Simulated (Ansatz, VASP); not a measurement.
# Cross-check of TePb between VASP and Ansatz, part 2 of 2

Wanted: the spread between two codes on one cell, functional and k mesh.

VASP 6.6.1 and Ansatz 0.2.0.

So far. Step 4 (Differences): The walks stopped with -0.04 GPa left in Ansatz and -0.01 GPa in VASP; each walk ends within a tolerance, so the volume difference is uncertain by about these residues over the bulk modulus, most in soft cells.

### 5. VASP: relaxation of cell and atoms, r2SCAN with rVV10

Level of this step: r2SCAN with rVV10; plane waves and PAW (Te, Pb_d) (VASP).

The relaxed volume is the usual yardstick between codes: its relative difference is about their pressure difference at one cell divided by the bulk modulus.

INCAR

```
SYSTEM = TePb
PREC = Accurate
ENCUT = 520
EDIFF = 1E-06
NELM = 100
ISMEAR = -1
SIGMA = 0.05
LREAL = .FALSE.
ALGO = Normal
METAGGA = R2SCAN
LUSE_VDW = .TRUE.
IVDW_NL = 2
BPARAM = 11.95
CPARAM = 0.0093
LASPH = .TRUE.
NBANDS = 16
LORBIT = 11
LWAVE = .FALSE.
LCHARG = .FALSE.
KPAR = 2
IBRION = 2
NSW = 60
ISIF = 3
EDIFFG = -0.01
```

POSCAR

```
TePb
1.0
    0.0000000000      3.2310000000      3.2310000000
    3.2310000000      0.0000000000      3.2310000000
    3.2310000000      3.2310000000      0.0000000000
Te Pb
1 1
Direct
    0.5000000000      0.5000000000      0.5000000000
    0.0000000000      0.0000000000      0.0000000000
```

KPOINTS

```
Automatic mesh
0
Gamma
5 5 5
0 0 0
```

PAW data sets: Te and Pb_d (PBE family, release 64).

On the command line:

```console
> mpirun -np 2 vasp_std
```

Numbers of over 12 decimals in the logs are rounded to 6 here.

The log of the run:

```text
[banner, memory and clock lines left out]
running    2 mpi-ranks, on    1 nodes
[...]
|                                                                             |
|               ----> ADVICE to this user running VASP <----                  |
|                                                                             |
|     You have switched on vdW-DFT.                                           |
|     This routine was written and supplied by Jiri Klimes. We recommend      |
|     that you carefully read and cite the following publications:            |
|       J. Klimes, D.R. Bowler, A. Michelides                                 |
|          J. Phys.: Cond Matt. 22 022201 (2010)                              |
|       J. Klimes, D.R. Bowler, A. Michelides                                 |
|          Phys. Rev. B. 83, 195131 (2011)                                    |
|     and references therein.                                                 |
|                                                                             |

[...]
DAV:   3    -0.821426076142E+02    0.13275E-02   -0.57678E-03   400   0.121E+00    0.376E-02
Total rVV10 correction in eV:      0.5596604    24.6817130
Total rVV10 correction in eV:      0.5596604    24.6817130
DAV:   4    -0.821426257826E+02   -0.18168E-04   -0.11042E-04   368   0.905E-02    0.241E-02
Total rVV10 correction in eV:      0.5595194    24.6817130
Total rVV10 correction in eV:      0.5595194    24.6817130
DAV:   5    -0.821426382536E+02   -0.12471E-04   -0.32491E-05   344   0.280E-02    0.168E-02
Total rVV10 correction in eV:      0.5594874    24.6817130
Total rVV10 correction in eV:      0.5594874    24.6817130
DAV:   6    -0.821426408854E+02   -0.26317E-05   -0.37133E-06   408   0.133E-02    0.907E-03
Total rVV10 correction in eV:      0.5594449    24.6817130
Total rVV10 correction in eV:      0.5594449    24.6817130
DAV:   7    -0.821426417167E+02   -0.83135E-06   -0.13779E-06   208   0.155E-02
Total rVV10 correction in eV:      0.5594365    24.6817130
Total rVV10 correction in eV:      0.5594365    24.6817130
Total rVV10 correction in eV:      0.5594444    24.6817130
Total rVV10 correction in eV:      0.5594444    24.6817130
   3 F= -.82142642E+02 E0= -.82142642E+02  d E =-.294779E-02
[...]
reached required accuracy - stopping structural energy minimisation
```

From OUTCAR (step 5):

```text
  Total        0.0097163      0.0097163      0.0097163      0.0000000      0.0000000      0.0000000
  in kB        0.2267992      0.2267992      0.2267992      0.0000000      0.0000000      0.0000000
  external PRESSURE =       0.2267992 kB  Pullay stress =       0.0000000 kB

 POSITION                                       TOTAL-FORCE (eV/Angst)
 -----------------------------------------------------------------------------------
      3.24973      3.24973      3.24973        -0.000000      0.000000     -0.000000
      0.00000      0.00000      0.00000         0.000000     -0.000000      0.000000
 -----------------------------------------------------------------------------------
    total drift:                               -0.000000      0.000000      0.000000

  FREE ENERGIE OF THE ION-ELECTRON SYSTEM (eV)
  ---------------------------------------------------
  free  energy   TOTEN  =       -82.1426417167 eV

  energy  without entropy=      -82.1426415968  energy(sigma->0) =      -82.14264166

[... 2 parts as in an earlier step ...]

[... 2 further parts left out ...]
[key lines of the parts left out:]
E-fermi :   5.8597
```

The PAW data sets were made with PBE, which is usual practice but a small mismatch for other functionals.

### 6. Ansatz: relaxation of cell and atoms, r2SCAN with rVV10

The same cell, functional, mesh and smearing now go to Ansatz, which takes its cutoff from its data sets.

input.yaml

```yaml
crystal:
  lattice:
    - [0.0, 3.231, 3.231]
    - [3.231, 0.0, 3.231]
    - [3.231, 3.231, 0.0]
  atoms:
    - { symbol: Te, position: [0.5, 0.5, 0.5] }
    - { symbol: Pb, position: [0.0, 0.0, 0.0] }
hamiltonian:
  xc: r2scan
  pseudopotentials: { kind: paw }
  dispersion: rvv10
kpoints:
  mp_grid: { grid: [5, 5, 5] }
scf:
  occupations: { method: fermi_dirac, width: 0.05 }
relax:
  f_tol: 0.01
  max_steps: 60
  cell: { stress_tol: 0.05 }
output:
  forces: true
  stress: true
```

On the command line:

```console
> ansatz run input.yaml --threads 4 --pin off --max-ram 9216MiB --backend cpu --events-out ev --progress --plain --runs-dir out
```

The log of the run:

```text
[...]
Crystal: 2 atoms, lattice volume = 67.459 Å³
Basis set: ecut = 500 eV, 1687 PW (Γ), exchange–correlation on 160×160×160 points (64 copies of the dense FFT grid, shifted against one another)
Bands: 19, of which v1, the nominal top of the filled ones, is band 15 counted from 1 (14 counted from 0)
Symmetry: 48 space group operations
[...]
k-points: 10 of 125
[...]
-0.005298      -0.000000      -0.000000
       -0.000000      -0.005298      -0.000000
       -0.000000      -0.000000      -0.005298
  P = ⅓ Tr σ = -0.0053 GPa (-0.053 kbar)
--- Relaxed structure (3 steps of the walk, 3 accepted, 1 SCFs on fresh bases) ---
[...]
cell:  # Å, volume = 68.3979 Å³
    - [0, 3.245918, 3.245918]
    - [3.245918, 0, 3.245918]
    - [3.245918, 3.245918, 0]
  atoms:
    - { symbol: Te, position: [0.5, 0.5, 0.5] }
    - { symbol: Pb, position: [0, 0, 0] }
[key lines of the parts left out:]
SCF converged after 5 iterations
Free energy (F): -18911.385382 eV
Fermi energy:    8.926517 eV
```

The job ended after 5.8 s (4 threads of Intel Xeon Platinum 8488C (Sapphire Rapids), shared host; peak memory 0.71 GiB).

### 7. Differences

What differs besides the data sets and the points named for the pairs above, as far as they apply: VASP keeps PBE cores, Ansatz makes them for the functional; the cutoff is 500 eV in Ansatz and 520 eV in VASP. Total energies have different zeros and are not compared.

Both answers:

```
                                         quantity  Ansatz   VASP  difference
                                      volume (Å³)   68.40  68.64     -0.35 %
edge a after relaxation, in the typed setting (Å)   4.590  4.596     -0.12 %
```

The walks stopped with -0.01 GPa left in Ansatz and 0.02 GPa in VASP; each walk ends within a tolerance, so the volume difference is uncertain by about these residues over the bulk modulus, most in soft cells.

### 8. Outcome

* difference in volume (relaxation of cell and atoms, PBE with D3(BJ)): 0.17 %
* difference in volume (relaxation of cell and atoms, r2SCAN with rVV10): -0.35 %

**Reading.** The difference in volume is -0.35 % (relaxation of cell and atoms, r2SCAN with rVV10), within the 1.2 % picked in this series as the mark of a large difference, as far as the stopping tolerances let one tell. How closely two codes agree says nothing of how well the functional describes the real material.

[Lines on the potential files, build, host, timing and source positions are cut from VASP's logs without a mark.]

[Logs are printed without paths, hosts, clocks, repeated set-up lines and the standing remarks that a program may print on its own settings, such as how far it seeks lower states.]

[Hosts, paths, dates, database ids (printed as entryN), source tags and the programs' standing remarks are cut or masked in the printed files.]
